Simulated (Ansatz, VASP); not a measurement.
# Pb in VASP and in Ansatz

Contents of INCAR:

```
SYSTEM = Pb
PREC = Accurate ; ENCUT = 600
EDIFF = 1E-6 ; ISMEAR = -1
SIGMA = 0.1 ; LREAL = .False.
LASPH = .True. ; NELM = 100
ALGO = Normal ; ISIF = 3
LWAVE = .False. ; LCHARG = .False.
IBRION = 2 ; NSW = 80
EDIFFG = -0.01
```

The input KPOINTS:

```
Automatic mesh
0
Gamma
  7 7 9
  0 0 0
```

Contents of POSCAR:

```
Pb
1.0
    5.5548514655      0.0000000000      0.0000000000
   -2.7774257328      4.8106424834      0.0000000000
    0.0000000000      0.0000000000      3.4051239484
Pb
3
Direct
    0.0000000000      0.0000000000      0.0000000000
    0.3333333333      0.6666666667      0.5000000000
    0.6666666667      0.3333333333      0.5000000000
```

Input for Ansatz:

```yaml
crystal:
  lattice:
    - [5.5548514655, 0.0, 0.0]
    - [-2.7774257328, 4.8106424834, 0.0]
    - [0.0, 0.0, 3.4051239484]
  atoms:
    - { symbol: Pb, position: [0.0, 0.0, 0.0] }
    - { symbol: Pb, position: [0.3333333333, 0.6666666667, 0.5] }
    - { symbol: Pb, position: [0.6666666667, 0.3333333333, 0.5] }
hamiltonian:
  xc: lda
  pseudopotentials:
    kind: paw
    azcp:
      Pb: "pseudopotentials/Pb.paw.azcp"
basis:
  ecutwfc: 420
  fft_grid_basis: typed
kpoints:
  mp_grid: { grid: [7, 7, 9], shift: [0, 0, 0] }
magnetization:
  spin_polarized: false
scf:
  occupations: { method: fermi_dirac, width: 0.1 }
relax:
  max_steps: 60
  f_tol: 0.01
  cell: {}
```

The cell was built by a generator and needn't be a form met in nature.

Alike in both runs: task relaxation of cell and atoms; functional LDA; k mesh 7 × 7 × 9; occupations fermi-dirac, width 0.1 eV; no spin polarisation.

```csv
,VASP,Ansatz
version,VASP 6.6.1,Ansatz 0.2.0
potentials or method,"VASP PAW LDA potentials, release 64 (Pb_d)","plane waves (420 eV) with PAW, scalar-relativistic"
plane-wave cutoff (eV),600,420
valence electrons in the cell,42,42
```

|  | VASP | Ansatz | Ansatz less VASP |
| --- | --- | --- | --- |
| relaxed volume (Å³/atom) | 29.25 | 29.20 | -0.049 |
| relaxed cell length with the largest relative difference (Å) | 3.344 | 3.342 | -0.0021 |
| energy change over the relaxation (meV/atom) | -6 | -7 | -0.9 |

Ansatz warned: «pseudo_functional_mismatch».

The runs have no spin-orbit coupling, so splittings on Pb are missing.
